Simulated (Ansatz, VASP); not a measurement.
Hf in VASP and in Ansatz

```
Hf
1.0
     0.00000    2.26354    2.26354
     2.26354    0.00000    2.26354
     2.26354    2.26354    0.00000
Hf
1
Cartesian
  0.0000 0.0000 0.0000
```

Change from the starting cell: volume scaled by 1.06.

Alike in both runs: task single point; functional PBE; k mesh 10 × 10 × 10; occupations fermi-dirac, width 0.05 eV; no spin polarisation.

|  | VASP | Ansatz |
| --- | --- | --- |
| version | VASP 6.6.1 | Ansatz 0.2.0 |
| potentials or method | VASP PAW PBE potentials, release 64 (Hf_pv) | Ansatz PAW |
| plane-wave cutoff (eV) | 520 | 420 |
| valence electrons in the cell | 10 | 26 |

Ansatz gave:

```
gap on the k mesh at the Fermi level (eV) : none
pressure (GPa)                            : -2.8
```

Question: What did VASP give for the same quantities?

Answer: gap on the k mesh at the Fermi level (eV): none; pressure (GPa): -3.3.

A gap of «none» marks a metal or a gap that the smearing closes. The two sets of potentials don't hold the same shells in valence.

The runs have no spin-orbit coupling, so splittings on Hf are missing.
